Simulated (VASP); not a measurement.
# PtSe: single point with PBE

The system is PtSe.

```
CELL_PARAMETERS angstrom
0.00000 2.64397 2.64397
2.64397 0.00000 2.64397
2.64397 2.64397 0.00000
ATOMIC_POSITIONS crystal
Pt 0.00000 0.00000 0.00000
Se 0.50000 0.50000 0.50000
```

The cell comes from a database or a generator and needn't be the stable form of this composition.

The cell isn't the ideal one: cell and atoms relaxed from a first guess.

```yaml
Program: VASP 6.6.1
Task: single point
Functional: PBE
Potentials_or_basis: VASP PAW PBE potentials, release 64 (Pt, Se)
Cutoff: 520 eV
k_mesh: 11 × 11 × 11
Occupations: fermi-dirac, width 0.03 eV
Spin: no spin polarisation
```

```
Pressure               : -0.1 GPa
Band gap on the k mesh : none (metal or under the smearing width)
```

Levels at points of the mesh, in eV from the Fermi level:
| k point | band 5 | band 6 | band 7 | band 8 | band 9 | band 10 | band 11 | band 12 |
| --- | --- | --- | --- | --- | --- | --- | --- | --- |
| (0.00, 0.00, 0.00) | -3.06 | -3.06 | -1.40 | -1.40 | -1.40 | 1.38 | 9.87 | 11.51 |

Wall time 27 s on 1 thread of Intel(R) Xeon(R) Platinum 8375C CPU @ 2.90GHz (Ice Lake), with other jobs on the host, peak memory 0.17 GiB.

Spin-orbit coupling is left out, which matters for the levels of Pt.
